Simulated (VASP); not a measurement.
Write the native input for VASP 6.6.1 that does the following.

```yaml
Task: band structure
Functional: PBE
Potentials_or_basis: VASP PAW PBE potentials, release 54 (Zn, S)
Cutoff: 520 eV
k_mesh: 8 × 8 × 5
Occupations: fermi-dirac, width 0.05 eV
Spin: no spin polarisation
Further_INCAR_settings: ALGO = Normal; EDIFF = 1e-07; NBANDS = 26
```

The system is ZnS (Wurtzite-2H).

```
Zn S
1.0
     3.81100    0.00000    0.00000
    -1.90550    3.30042    0.00000
     0.00000    0.00000    6.23400
Zn S
2 2
Cartesian
  1.9055 1.1001 3.1170
  0.0000 2.2003 0.0000
  1.9055 1.1001 5.5171
  0.0000 2.2003 2.4001
```

The input as run:

POSCAR

```
ZnS
1.0
    3.8110000000      0.0000000000      0.0000000000
   -1.9055000000      3.3004228138      0.0000000000
    0.0000000000      0.0000000000      6.2340000000
Zn S
2 2
Direct
    0.6666666667      0.3333333333      0.5000000000
    0.3333333333      0.6666666667      0.0000000000
    0.6666666667      0.3333333333      0.8850000000
    0.3333333333      0.6666666667      0.3850000000
```

INCAR.step1

```
SYSTEM = ZnS
ALGO = Normal ; EDIFF = 1E-7
ENCUT = 520 ; GGA = PE
ISIF = 2 ; ISMEAR = -1
LASPH = .True. ; LCHARG = .True.
LREAL = .False. ; LWAVE = .False.
NBANDS = 26 ; NELM = 60
PREC = Accurate ; SIGMA = 0.05
```

KPOINTS.step1

```
k-points
0
Gamma
  8 8 5
  0 0 0
```

INCAR.step2

```
SYSTEM = ZnS
ALGO = Normal ; EDIFF = 1E-7
ENCUT = 520 ; GGA = PE
ICHARG = 11 ; ISIF = 2
ISMEAR = 0 ; LASPH = .True.
LCHARG = .False. ; LREAL = .False.
LWAVE = .False. ; NBANDS = 26
NELM = 60 ; PREC = Accurate
SIGMA = 0.05
```

KPOINTS.step2

```
path GMKGALHA,LM,KH
10
line-mode
reciprocal
 0.0000000000  0.0000000000  0.0000000000  G
 0.5000000000  0.0000000000  0.0000000000  M

 0.5000000000  0.0000000000  0.0000000000  M
 0.3333333333  0.3333333333  0.0000000000  K

 0.3333333333  0.3333333333  0.0000000000  K
 0.0000000000  0.0000000000  0.0000000000  G

 0.0000000000  0.0000000000  0.0000000000  G
 0.0000000000  0.0000000000  0.5000000000  A

 0.0000000000  0.0000000000  0.5000000000  A
 0.5000000000  0.0000000000  0.5000000000  L

 0.5000000000  0.0000000000  0.5000000000  L
 0.3333333333  0.3333333333  0.5000000000  H

 0.3333333333  0.3333333333  0.5000000000  H
 0.0000000000  0.0000000000  0.5000000000  A

 0.5000000000  0.0000000000  0.5000000000  L
 0.5000000000  0.0000000000  0.0000000000  M

 0.3333333333  0.3333333333  0.0000000000  K
 0.3333333333  0.3333333333  0.5000000000  H
```

Potentials or basis: VASP PAW PBE potentials, release 54 (Zn, S).

Command:

```sh
$ cat potpaw_PBE.54/Zn/POTCAR potpaw_PBE.54/S/POTCAR > POTCAR
$ cp INCAR.step1 INCAR
$ cp KPOINTS.step1 KPOINTS
$ mpirun -np 1 vasp_std > vasp.out
$ cp INCAR.step2 INCAR
$ cp KPOINTS.step2 KPOINTS
$ mpirun -np 1 vasp_std > vasp.out
```

Results of the run:

```json
{
 "Band gap on the k mesh": "2.25 eV, direct",
 "Band gap along the path": "2.25 eV, direct"
}
```

Caveat: the log is that of the step along the path at fixed density, whose energy, stress, charges and moments have no meaning.

Run time: 80 s on 1 thread of Intel(R) Xeon(R) 6975P-C (Granite Rapids) (shared host), peak memory 0.27 GiB.
